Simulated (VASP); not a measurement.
**Al: equation of state with r2SCAN**

Al:

```
Al
1.0
     2.82334    0.00000    0.00000
    -1.41167    2.44509    0.00000
     0.00000    0.00000    4.62939
Al
2
Cartesian
  0.0000 1.6301 1.1573
  1.4117 0.8150 3.4720
```

This isn't the form of Al at room conditions, which is fcc.

| Item | Value |
| --- | --- |
| Program | VASP 6.6.1 |
| Task | equation of state |
| Functional | r2SCAN |
| Potentials or basis | VASP PAW PBE potentials, release 64 (Al) |
| Cutoff | 520 eV |
| k mesh | 10 × 10 × 6 |
| Occupations | fermi-dirac, width 0.05 eV |
| Spin | no spin polarisation |

```
Equilibrium volume                        : 15.97 Å³/atom
Bulk modulus at fixed shape and positions : 90 GPa
Pressure derivative of the bulk modulus   : 4.0 (rough: it moves with the points fitted)
```

Energy against volume, from the lowest point:
| volume (Å³/atom) | energy (meV/atom) |
| --- | --- |
| 15.340 | 7.50 |
| 15.659 | 1.77 |
| 15.979 | 0.00 |
| 16.299 | 1.80 |
| 16.618 | 6.83 |

All runs of the series together: 2.6 min on 1 thread of Intel(R) Xeon(R) Platinum 8488C (Sapphire Rapids), with other jobs on the host.

Caveat: the cell was scaled at fixed shape and fractional positions, which overstates the stiffness of a crystal with free parameters, most of all of layers and chains; the PAW data sets were made with another functional, which shifts forces and pressure a little.
